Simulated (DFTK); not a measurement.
Ge:

```xyz
2
Lattice="0.0000 2.8289 2.8289 2.8289 0.0000 2.8289 2.8289 2.8289 0.0000" Properties=species:S:1:pos:R:3 pbc="T T T"
Ge    4.2434    4.2434    4.2434
Ge    2.8289    2.8289    2.8289
```

```yaml
Program: DFTK 0.8.2
Task: relaxation of cell and atoms
Functional: PBE
Potentials_or_basis: SG15 1.2 (PBE)
Cutoff: 1415 eV
k_mesh: 4 × 4 × 4
Occupations: fermi-dirac, width 0.05 eV
Spin: no spin polarisation
```

At the start: pressure 4.5 GPa; volume 22.64 Å³/atom.

Task: Where does the relaxation end?

Result: Over 4 steps the energy falls by 25.1 meV/atom and the volume is 24.46 Å³/atom (+8.1 %); space group Fd-3m (No. 227, to 0.05 Å).

The path:
| step | energy change (eV) | largest force (eV/Å) | pressure (GPa) | volume (Å³) |
| --- | --- | --- | --- | --- |
| 1 | 0.0000 | 0.0000 | 4.48 | 45.28 |
| 2 | -0.0280 | 0.0000 | 3.04 | 46.46 |
| 3 | -0.0500 | 0.0000 | -0.27 | 49.16 |
| 4 | -0.0502 | 0.0000 | -0.02 | 48.93 |

Final structure:
```
Ge
1.0
     0.00000    2.90291    2.90291
     2.90291    0.00000    2.90291
     2.90291    2.90291    0.00000
Ge
2
Direct
  0.75000 0.75000 0.75000
  0.50000 0.50000 0.50000
```

Caveat: the k mesh is coarse (spacing up to 0.48 Å⁻¹), so the values aren't converged.
